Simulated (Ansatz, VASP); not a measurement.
## Al2Pt in VASP and in Ansatz

```
Pt Al
1.0
     0.00000    3.01296    3.01296
     3.01296    0.00000    3.01296
     3.01296    3.01296    0.00000
Pt Al
1 2
Cartesian
  0.0000 0.0000 0.0000
  4.5194 4.5194 4.5194
  1.5065 1.5065 1.5065
```

Alike in both runs: task single point; functional PBE; k mesh 8 × 8 × 8; occupations fermi-dirac, width 0.05 eV; no spin polarisation.

```csv
,VASP,Ansatz
version,VASP 6.6.1,Ansatz 0.2.0
potentials or method,"VASP PAW PBE potentials, release 64 (Pt, Al)",Ansatz PAW
plane-wave cutoff (eV),520,420
valence electrons in the cell,16,24
```

Ansatz gave:

```
gap on the k mesh at the Fermi level (eV) : none
pressure (GPa)                            : -4.7
```

Q: What did VASP give for the same quantities?

A: gap on the k mesh at the Fermi level (eV): none; pressure (GPa): -4.8.

A gap of «none» marks a metal or a gap that the smearing closes. The two sets of potentials don't hold the same shells in valence.

The runs have no spin-orbit coupling, so splittings on Pt are missing.
